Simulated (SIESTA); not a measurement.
**TiCo in SIESTA: the effect of fixed moment**

Crystal: TiCo.

```xyz
2
Lattice="2.9861 0.0000 0.0000 0.0000 2.9861 0.0000 0.0000 0.0000 2.9861" Properties=species:S:1:pos:R:3 pbc="T T T"
Co    1.4931    1.4931    1.4931
Ti    0.0000    0.0000    0.0000
```

The cell comes from a database or a generator and needn't be the stable form of this composition.

Alike in all runs:

| Property | Result |
| --- | --- |
| Program | SIESTA 5.4.2 |
| Task | single point |
| Functional | PBE |
| Potentials or basis | PseudoDojo 0.4 standard (PBE files) |
| Basis | DZP (energy shift 0.003 Ry; two zetas on semicore shells) |
| Grid cutoff | 800 Ry |
| Energy shift | 0.003 Ry |
| k mesh | 9 × 9 × 9 |
| Occupations | fermi-dirac, width 0.05 eV |
| Spin | collinear spin, ferromagnetic start |
| Starting moments | [2.0, 1.0] μB |

Problem. One run gave: energy over the lowest run 591.9 meV/atom; pressure 11.3 GPa. Which fixed moment did it use?
A. 3
B. 2
C. 1
D. 4

Solution. A.

```tsv
fixed moment	energy over the lowest run (meV/atom)	pressure (GPa)
1	0.0	-0.9
2	237.7	3.9
3	591.9	11.3
4	1101.0	20.2
```

Caveats: short orbitals over semicore shells can move pressures by several GPa; the basis of atomic orbitals isn't converged, which shifts pressures, moduli and gaps; the total moment is fixed, so each spin has its own Fermi level; the moment is held away from its start (some runs).
